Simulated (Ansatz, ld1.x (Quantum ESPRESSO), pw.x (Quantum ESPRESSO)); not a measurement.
**sulfur: does the TM potential hold in the solid?**

- Element: S
- Generator: ld1.x (Quantum ESPRESSO) 7.5
- Type: norm-conserving Troullier–Martins (Kleinman–Bylander form)
- Functional: PBE
- Relativity: scalar-relativistic
- Frozen core: [Ne]
- Valence charge: 6
- Reference configuration: 3s2 3p4
- Partial waves: 3s (bound): rc 1.55 bohr; 3d channel at 0.15 Ry: rc 1.70 bohr; 3p (bound): rc 1.80 bohr
- Local potential: the p channel
- Core correction: a·sin(br)/r model core inside 1.35 bohr

Crystal test: sc S in pw.x 7.5, no spin, 13³ k-points, Fermi–Dirac smearing 0.01 Ry, cutoffs 70/280 Ry. The reference is all-electron LAPW (Ansatz 0.2.0) with the same functional, mesh and smearing; V0 and B0 come from Birch–Murnaghan fits to the pressures at five volumes. Errors are pseudo minus all-electron; Δ is the rms difference of the E(V) curves that follow from these fits, minima aligned, over ±6 % about the mean V0. Mesh and smearing are coarse, so the numbers serve the comparison and aren't converged zero-temperature values; the lattice is a test structure that the element need not adopt.

```
V (Å³/atom)  P all-electron (GPa)  P pseudo (GPa)
     16.550                  3.92            3.78
     16.985                  1.46            1.33
     17.421                 -0.69           -0.82
     17.857                 -2.58           -2.70
     18.292                 -4.24           -4.35
```

All-electron: a0 = 2.585 Å (V0 = 17.27 Å³/atom), B0 = 83.6 GPa.

Pseudopotential: mean pressure error (GPa): -0.12; a0 (Å): 2.584; a0 error (%): -0.05; B0 error (%): +0.3; Δ (meV/atom): 0.5.

Problem. At the middle volume, how do free energy and pressure move when the wave cutoff is lowered (ecutrho kept at four times it)?

Solution.

```tsv
cutoff (Ry)	shift of F (meV/atom)	shift of P (GPa)
32	+157.2	-0.97
42	+72.5	-2.01
56	+6.8	-0.57
```

Input at the middle volume:

```
&control
  calculation='scf', prefix='x', pseudo_dir='./', outdir='./tmp', tstress=.true., disk_io='none'
/
&system
  ibrav=0, nat=1, ntyp=1, ecutwfc=70, ecutrho=280, nbnd=10,
  occupations='smearing', smearing='fd', degauss=0.01
/
&electrons
  conv_thr=1e-09, mixing_beta=0.4, electron_maxstep=70
/
ATOMIC_SPECIES
S 1.0 S.UPF
CELL_PARAMETERS angstrom
  2.59233442 0.00000000 0.00000000
  0.00000000 2.59233442 0.00000000
  0.00000000 0.00000000 2.59233442
ATOMIC_POSITIONS crystal
S 0.0000 0.0000 0.0000
K_POINTS automatic
13 13 13 0 0 0
```

```bash
pw.x < S.scf.in > S.scf.out
```

Lines of the output:

```
Message from routine setup:
     using ibrav=0 with symmetry is DISCOURAGED, use correct ibrav instead
     lattice parameter (alat)  =       4.8988  a.u.
     unit-cell volume          =     117.5627 (a.u.)^3
     number of electrons       =         6.00
     number of Kohn-Sham states=           10
     kinetic-energy cutoff     =      70.0000  Ry
     charge density cutoff     =     280.0000  Ry
     scf convergence threshold =      1.0E-09
     Exchange-correlation= PBE
     number of k points=    84  Fermi-Dirac smearing, width (Ry)=  0.0100
     iteration #  1     ecut=    70.00 Ry     beta= 0.40
     total energy              =     -20.58929685 Ry
     estimated scf accuracy    <       0.00155404 Ry
     iteration #  2     ecut=    70.00 Ry     beta= 0.40
     total energy              =     -20.58946957 Ry
     estimated scf accuracy    <       0.00058062 Ry
     iteration #  3     ecut=    70.00 Ry     beta= 0.40
     total energy              =     -20.58948340 Ry
     estimated scf accuracy    <       0.00000099 Ry
     iteration #  4     ecut=    70.00 Ry     beta= 0.40
     total energy              =     -20.58948371 Ry
     estimated scf accuracy    <       0.00000004 Ry
     iteration #  5     ecut=    70.00 Ry     beta= 0.40
     total energy              =     -20.58948373 Ry
     estimated scf accuracy    <          5.6E-09 Ry
     iteration #  6     ecut=    70.00 Ry     beta= 0.40
     the Fermi energy is     8.2317 ev
!    total energy              =     -20.58948374 Ry
     estimated scf accuracy    <          7.9E-11 Ry
     smearing contrib. (-TS)   =      -0.00221116 Ry
     The total energy is F=E-TS. E is the sum of the following terms:
     one-electron contribution =       3.46685805 Ry
     hartree contribution      =       1.47135359 Ry
     xc contribution           =      -4.67493593 Ry
     ewald contribution        =     -20.85054829 Ry
     convergence has been achieved in   6 iterations
          total   stress  (Ry/bohr**3)                   (kbar)     P=       -8.15
     Message from routine punch:
     Nothing written, as per user request (disk_io='none')
```

The run at the middle volume (84 k-points, 6 iterations) took about 16 s on one core of a shared host (Neoverse-N1, 64 threads, 498 GiB, load 15).
